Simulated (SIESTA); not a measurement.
**SiNi under changes of volume**

One of the cells (11.288 Å³/atom); the others are scaled copies at fixed shape and fractional positions:

```
Ni Si
1.0
     2.94277    0.00000    0.00000
     0.00000    3.28033    0.00000
     0.00000    0.00000    4.67745
Ni Si
2 2
Direct
  0.50000 0.50000 0.34250
  0.00000 0.00000 0.65750
  0.50000 0.50000 0.84314
  0.00000 0.00000 0.15686
```

The cell is a database's computed one.

| Quantity | Value |
| --- | --- |
| Program | SIESTA 5.4.2 |
| Functional | PBEsol |
| Potentials or basis | PseudoDojo 0.4 standard (PBEsol files) |
| Basis | DZP (energy shift 0.003 Ry; two zetas on semicore shells) |
| Grid cutoff | 800 Ry |
| Energy shift | 0.003 Ry |
| k mesh | 7 × 6 × 4 |
| Occupations | fermi-dirac, width 0.05 eV |
| Spin | collinear spin, ferromagnetic start |
| Starting moments | [1.0, 1.0, 0.0, 0.0] μB |

```csv
volume (Å³/atom),energy over the lowest point (meV/atom),pressure (GPa),largest force (eV/Å)
10.611,28.22,14.7,0.372
10.837,?,?,?
11.062,2.65,4.1,0.248
11.288,0.00,-0.2,0.148
11.514,3.22,-4.2,0.121
11.740,11.72,-7.8,0.157
11.965,24.94,-10.9,0.189
```

Q: What does the run at 10.837 Å³/atom give?

A: Energy over the lowest point 11.74 meV/atom; pressure 9.0 GPa; largest force 0.320 eV/Å.

Worked out: A Birch-Murnaghan fit of order 3 (a polynomial in V^(-2/3)) to the other rows has its minimum at 11.27 Å³/atom with B0 = V·E''(V) = 209 GPa and B' = 4.3 at fixed shape and positions, which overstates the stiffness. It gives 11.79 meV/atom at 10.837 Å³/atom, against the run's 11.74, and -dE/dV = 9.0 GPa, against 9.0.

Energies are extrapolated to zero smearing.

Caveats: short orbitals over semicore shells can move pressures by several GPa; the basis of atomic orbitals isn't converged, which shifts pressures, moduli and gaps.
